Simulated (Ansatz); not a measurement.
CsH, DFT, LDA, all-electron LAPW, scalar-relativistic (Ansatz 0.2.0), run on 1 thread of Arm Neoverse V1 on a shared host.

The cell is the one relaxed in the Materials Project (mp-632319), not relaxed further here; entries there can be hypothetical.

Command: `ansatz run input.yaml --threads 1 --pin off --max-ram 2048MiB --backend cpu --events-out ev --progress --plain --runs-dir out`

```yaml
crystal:
  lattice:
    - [3.81840854, 0.0, 0.0]
    - [0.0, 3.81840854, 0.0]
    - [0.0, 0.0, 3.81840854]
  atoms:
    - { symbol: Cs, position: [0.0, 0.0, 0.0] }
    - { symbol: H, position: [0.5, 0.5, 0.5] }
kpoints:
  mp_grid: { grid: [8, 8, 8] }
  band_path:
    path:
      - [0.0, 0.0, 0.0]
      - [0.0, 0.5, 0.0]
      - [0.5, 0.5, 0.0]
      - [0.0, 0.0, 0.0]
      - [0.5, 0.5, 0.5]
      - [0.0, 0.5, 0.0]
      - [0.5, 0.5, 0.5]
      - [0.5, 0.5, 0.0]
    npoints: 5
scf:
  occupations: { method: fermi_dirac, width: 0.01 }
hamiltonian:
  xc: lda
  pseudopotentials: { kind: all_electron, lapw: { basis_error: 0.0005 } }
output:
  forces: true
  stress: true
  eigenvalues: true
```

Q: How large is the problem that the program sets up?

A: 35 irreducible k-points, 147 plane waves at Γ, 17 bands.

Q: Estimate the wall time and the peak memory.

A: 5.1 s of wall time for 8 SCF iterations, with a peak of 0.23 GiB. Times on shared machines scatter by tens of per cent.

Q: And the same cell and mesh by PAW with the default files, asked for forces, stress, eigenvalues, efg and the same band path, on the same hardware?

A: 3.8 s, peak memory 0.34 GiB.
